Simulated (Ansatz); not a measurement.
# Te: response to strain

Aim: deform Te (equal xx and yy strain of -3 %) and compute stress, forces and field gradients with LAPW, PAW and all-electron datasets made for the crystal.

Method: DFT PBE, scalar-relativistic, in Ansatz 0.2.0.

## 1. The system as given

It takes space group C2/m (No. 12, monoclinic). The conventional cell has a = 8.468 Å, b = 4.742 Å, c = 3.959 Å, α = 90.00°, β = 91.89°, γ = 90.00°. Around Te (site symmetry m) lie 6 Te at 2.99 to 3.25 Å. Te (site symmetry 2/m) has 6 Te at 2.99 to 3.10 Å as nearest neighbours.

Cell or atoms stand a little off a more symmetric structure (R-3m at a tolerance of 0.3 Å), so results at this geometry aren't those of that ideal crystal.

As a file:

```cif
data_structure
_symmetry_space_group_name_H-M 'C2/m'
_symmetry_Int_Tables_number 12
_cell_length_a 8.4682
_cell_length_b 4.7424
_cell_length_c 3.9595
_cell_angle_alpha 90.000
_cell_angle_beta 91.888
_cell_angle_gamma 90.000
_cell_volume 158.93
loop_
_atom_site_label
_atom_site_type_symbol
_atom_site_symmetry_multiplicity
_atom_site_Wyckoff_symbol
_atom_site_fract_x
_atom_site_fract_y
_atom_site_fract_z
_atom_site_occupancy
Te1 Te 4 i 0.67600 0.00000 0.67500 1
Te2 Te 2 a 0.00000 0.00000 0.00000 1
```

The file gives the conventional cell by its symmetry; the runs use the cell typed in the input.

Atoms are numbered in the order of the input: Te1, Te2, Te3.

## 2. The deformed structure

Space group C2/m before, C2/m after.

## 3. All-electron LAPW

input.yaml reads:

```yaml
crystal:
  lattice:
    - [4.107077, -2.300064, 0.0]
    - [4.107077, 2.300064, 0.0]
    - [-0.1265365, 0.0, 3.95735]
  atoms:
    - { symbol: Te, position: [0.676, 0.676, 0.675] }
    - { symbol: Te, position: [0.324, 0.324, 0.325] }
    - { symbol: Te, position: [0.0, 0.0, 0.0] }
kpoints:
  mp_grid: { grid: [8, 8, 8] }
  band_path:
    path:
      - [0.0, 0.0, 0.0]
      - [-0.3284870412, 0.3284870412, 0.0]
      - [-0.6715129588, -0.3284870412, 0.0]
      - [-0.5, -0.5, 0.0]
      - [0.0, 0.0, 0.0]
      - [-0.5, -0.5, 0.5]
      - [-0.6767167983, -0.3232832017, 0.5]
      - [-0.3232832017, 0.3232832017, 0.5]
      - [0.0, 0.0, 0.5]
    npoints: 5
scf:
  occupations: { method: fermi_dirac, width: 0.05 }
hamiltonian:
  xc: pbe
  pseudopotentials: { kind: all_electron, lapw: { basis_error: 0.001 } }
output:
  forces: true
  stress: true
  eigenvalues: true
```

On the command line:

```
$ ansatz run input.yaml --threads 1 --pin off --max-ram 4096MiB --backend cpu --events-out ev --progress --plain --runs-dir out
```

## 4. PAW with frozen cores

input.yaml reads:

```yaml
crystal:
  lattice:
    - [4.107077, -2.300064, 0.0]
    - [4.107077, 2.300064, 0.0]
    - [-0.1265365, 0.0, 3.95735]
  atoms:
    - { symbol: Te, position: [0.676, 0.676, 0.675] }
    - { symbol: Te, position: [0.324, 0.324, 0.325] }
    - { symbol: Te, position: [0.0, 0.0, 0.0] }
kpoints:
  mp_grid: { grid: [8, 8, 8] }
scf:
  occupations: { method: fermi_dirac, width: 0.05 }
hamiltonian:
  xc: pbe
  pseudopotentials: { kind: paw }
output:
  forces: true
  stress: true
  eigenvalues: true
  efg: { contact_densities: true }
  write_density: true
  write_potential: true
  elf: true
  volumetric_format: npy
```

## 5. All-electron PAW on datasets made for the crystal

Changes to input.yaml since step 4:

```diff
@@ -15,3 +15,3 @@
   xc: pbe
-  pseudopotentials: { kind: paw }
+  pseudopotentials: { kind: all_electron, datasets: crystal }
 output:
@@ -21,5 +21 @@
   efg: { contact_densities: true }
-  write_density: true
-  write_potential: true
-  elf: true
-  volumetric_format: npy
```

(Steps that only read results are left out.)

What does the calculation give? Wanted: pressure; largest shear or deviatoric stress.

The runs gave:

| quantity | value |
| --- | --- |
| pressure | LAPW 16.90, PAW 16.88, crystal datasets 16.89 GPa |
| largest shear or deviatoric stress (LAPW) | 2.51 GPa |

**Reading.** The largest part of the stress beyond the pressure is 2.51 GPa in size, in the zz component; the atoms are carried along and not relaxed. No run of the undeformed cell stands beside it, so the pressure holds what the given cell had before the change. PAW: stress within 0.02 GPa of LAPW, forces within 1 meV/Å. Crystal datasets: stress within 0.01 GPa of LAPW, forces within 1 meV/Å. Spin-orbit coupling is left out, though the cell holds Te; in elements this heavy it can shift bands and gaps by tenths of an eV.
